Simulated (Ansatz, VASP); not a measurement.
# AlN (e600): VASP beside Ansatz

File INCAR:

```
SYSTEM = AlN
  ALGO = Normal
  EDIFF = 1E-7
  EDIFFG = -0.01
  ENCUT = 600
  GGA = PE
  IBRION = 2
  ISIF = 4
  ISMEAR = 0
  LASPH = .True.
  LCHARG = .False.
  LREAL = .False.
  LWAVE = .False.
  NELM = 100
  NSW = 50
  PREC = Accurate
  SIGMA = 0.02
```

KPOINTS

```
k-points
0
Gamma
  9 9 6
  0 0 0
```

File POSCAR:

```
AlN
1.0
    3.0676873538      0.0000000000      0.0000000000
   -1.5338436769      2.6566951793      0.0000000000
    0.0000000000      0.0000000000      4.9109945277
Al N
2 2
Direct
    0.3333333333      0.6666666667     -0.0009246038
    0.6666666667      0.3333333333      0.4990753962
    0.3333333333      0.6666666667      0.3809246038
    0.6666666667      0.3333333333      0.8809246038
```

Input for Ansatz:

```yaml
crystal:
  lattice:
    - [3.0676873538, 0.0, 0.0]
    - [-1.5338436769, 2.6566951793, 0.0]
    - [0.0, 0.0, 4.9109945277]
  atoms:
    - { symbol: Al, position: [0.3333333333, 0.6666666667, -0.0009246038] }
    - { symbol: Al, position: [0.6666666667, 0.3333333333, 0.4990753962] }
    - { symbol: "N", position: [0.3333333333, 0.6666666667, 0.3809246038] }
    - { symbol: "N", position: [0.6666666667, 0.3333333333, 0.8809246038] }
basis:
  ecutwfc: 600.0
kpoints:
  mp_grid: { grid: [9, 9, 6] }
hamiltonian:
  xc: pbe
scf:
  occupations: { method: gaussian, width: 0.02 }
output:
  forces: true
  stress: true
  eigenvalues: true
relax:
  adjacent_minimum: "off"
  f_tol: 0.01
  max_steps: 30
  cell: { stress_tol: 0.1, fix: [volume] }
```

Alike in both runs: task relaxation of shape and atoms at fixed volume; functional PBE; k mesh 9 × 9 × 6; occupations gaussian, width 0.02 eV; no spin polarisation.

```csv
,VASP,Ansatz
version,VASP 6.6.1,Ansatz 0.2.0
potentials or method,"VASP PAW PBE potentials, release 64 (Al, N)","scalar-relativistic, plane waves, PAW"
plane-wave cutoff (eV),600,600
valence electrons in the cell,16,16
```

|  | VASP | Ansatz | Ansatz less VASP |
| --- | --- | --- | --- |
| gap on the k mesh at the Fermi level, each at its own relaxed structure (eV) | 4.56 | 4.55 | -0.014 |
| relaxed volume (Å³/atom) | 10.01 | 10.01 | 0.000 |
| relaxed cell length with the largest relative difference (Å) | 4.901 | 4.901 | -0.0002 |

Caveats: an odd mesh through Γ misses points on the zone boundary, where band edges often lie. PBE gaps usually lie below the measured ones, often by a third to a half.
